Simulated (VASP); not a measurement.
Write the native input for VASP 6.6.1 that does the following.

```yaml
Task: relaxation of the atoms
Functional: LDA
Potentials_or_basis: VASP PAW LDA potentials, release 64 (Cu, I)
Cutoff: 600 eV
k_mesh: 8 × 8 × 8
Occupations: gaussian, width 0.03 eV
Spin: no spin polarisation
Further_INCAR_settings: ALGO = Normal; EDIFF = 1e-07; IBRION = 2; EDIFFG = -0.01; NSW = 40
```

The structure of CuI (Marshite) lies in POSCAR:

```
CuI                                     
1.0
    0.0000000000      2.9132886081      2.9132886081
    2.9132886081     -0.0000000000      2.9132886081
    2.9132886081      2.9132886081     -0.0000000000
  Cu              I             
     1     1
Direct
     0.2500000000000000    0.2500000000000000    0.2500000000000000
     0.0000000000000000    0.0000000000000000    1.0000000000000000
```

The cell isn't the ideal one: a relaxed cell with its volume scaled by 0.98.

One way to write it, as run:

INCAR

```
SYSTEM = CuI
PREC = Accurate
ENCUT = 600
EDIFF = 1E-7
ISMEAR = 0
SIGMA = 0.03
LREAL = .False.
LASPH = .True.
NELM = 80
ALGO = Normal
ISIF = 2
LWAVE = .False.
LCHARG = .False.
GGA = CA
IBRION = 2
NSW = 40
EDIFFG = -0.01
```

KPOINTS

```
regular mesh
0
Gamma
  8 8 8
  0 0 0
```

Potentials or basis: VASP PAW LDA potentials, release 64 (Cu, I).

The run is started by

```sh
$ cat potpaw_LDA.64/Cu/POTCAR potpaw_LDA.64/I/POTCAR > POTCAR
$ mpirun -np 1 vasp_std > vasp.out
```

Results of the run:

```yaml
Pressure_after_relaxing: 1.2 GPa
Band_gap_on_the_k_mesh: 1.34 eV, direct
```

Caveat: the relaxation stopped at its first step, so nothing moved; spin-orbit coupling is left out, which moves the levels of the heavy elements.

Run time: 13 s on 1 thread of Intel(R) Xeon(R) 6975P-C (Granite Rapids), with other jobs on the host, peak memory 0.18 GiB.
